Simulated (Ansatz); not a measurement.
# Al: the cost of one run

Computed with Ansatz 0.2.0 (DFT PBEsol, scalar-relativistic, plane waves, PAW, unless a step's input says otherwise).

2 further runs of the same task are left out: 2 set aside as unsound or not needed. Runs told in other sessions of the task aren't counted.

## Step 1: Starting point

The structure is cubic, space group Im-3m (No. 229). Conventional cell: a = 3.213 Å, b = 3.213 Å, c = 3.213 Å, α = 90.00°, β = 90.00°, γ = 90.00°. Al (site symmetry m-3m) is surrounded by 8 Al at 2.78 Å.

As a file:

```cif
data_structure
_symmetry_space_group_name_H-M 'P 1'
_symmetry_Int_Tables_number 1
_cell_length_a 2.7824
_cell_length_b 2.7824
_cell_length_c 9.0874
_cell_angle_alpha 90.000
_cell_angle_beta 90.000
_cell_angle_gamma 109.471
_cell_volume 66.33
loop_
_atom_site_label
_atom_site_type_symbol
_atom_site_fract_x
_atom_site_fract_y
_atom_site_fract_z
_atom_site_occupancy
Al1 Al 0.00000 0.00000 0.00000 1
Al2 Al 0.50000 0.50000 0.25000 1
Al3 Al 0.00000 0.00000 0.50000 1
Al4 Al 0.50000 0.50000 0.75000 1
```

It goes back to an entry of the Materials Project, which need not be the stable form.

It is built from the cell relaxed beforehand with the same method (16.58 Å³/atom).

## Step 2: The reference: the undisturbed cell on the scan's mesh

The input, input.yaml:

```yaml
crystal:
  lattice:
    - [-1.6064390039, 1.6064390039, -1.6064390039]
    - [-1.6064390039, -1.6064390039, 1.6064390039]
    - [0.0, 6.4257560155, 6.4257560155]
  atoms:
    - { symbol: Al, position: [0.0, 0.0, 0.0] }
    - { symbol: Al, position: [0.5, 0.5, 0.25] }
    - { symbol: Al, position: [0.0, 0.0, 0.5] }
    - { symbol: Al, position: [0.5, 0.5, 0.75] }
basis:
  ecutwfc: 420
kpoints:
  mp_grid: { grid: [22, 22, 7] }
hamiltonian:
  xc: pbesol
scf:
  occupations: { method: gaussian, width: 0.15 }
output:
  forces: true
  stress: true
  eigenvalues: true
```

Command:

```bash
$ ansatz run input.yaml --threads 2 --pin off --max-ram 5120MiB --backend cpu --events-out ev --progress --plain --runs-dir out
```

**Question.** How long does this run take on 2 threads of AMD EPYC 9R45 (Zen 5), shared host, and how much memory does it need?

About 4.6 s, with a peak of 0.79 GiB.
